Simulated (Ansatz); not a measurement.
A plane-wave DFT run in Ansatz 0.2.0 (scalar-relativistic PAW potentials unless the input names others): input and command.

```yaml
crystal:
  lattice:
    - [3.1885417299, 0.0, 0.0]
    - [-1.5942708649, 2.7613581391, 0.0]
    - [0.0, 0.0, 4.6179214865]
  atoms:
    - { symbol: Ta, position: [0.6666666667, 0.3333333333, 0.7449050326] }
    - { symbol: Ta, position: [0.3333333333, 0.6666666667, 0.2550949674] }
    - { symbol: "N", position: [0.0, 0.0, 0.0] }
basis:
  ecutwfc: 420
kpoints:
  mp_grid: { grid: [0, 18, 12] }
hamiltonian:
  xc: pbe
scf:
  occupations: { method: gaussian, width: 0.15 }
  max_iter: 100
output:
  forces: true
  eigenvalues: true
  stress: true
```

```bash
ansatz run input.yaml --threads 1 --pin off --max-ram 2560MiB --backend cpu --events-out ev --progress --plain --runs-dir out
```

Q: Will this input run?

A: The program refuses it, because of a mesh with a zero (kpoints.mp_grid.grid: [18, 18, 12] → [0, 18, 12]). With the sound run's settings it is accepted.

Abridged log:
```
Error: invalid value for `kpoints.mp_grid.grid`: each dimension must be in 1..=255
```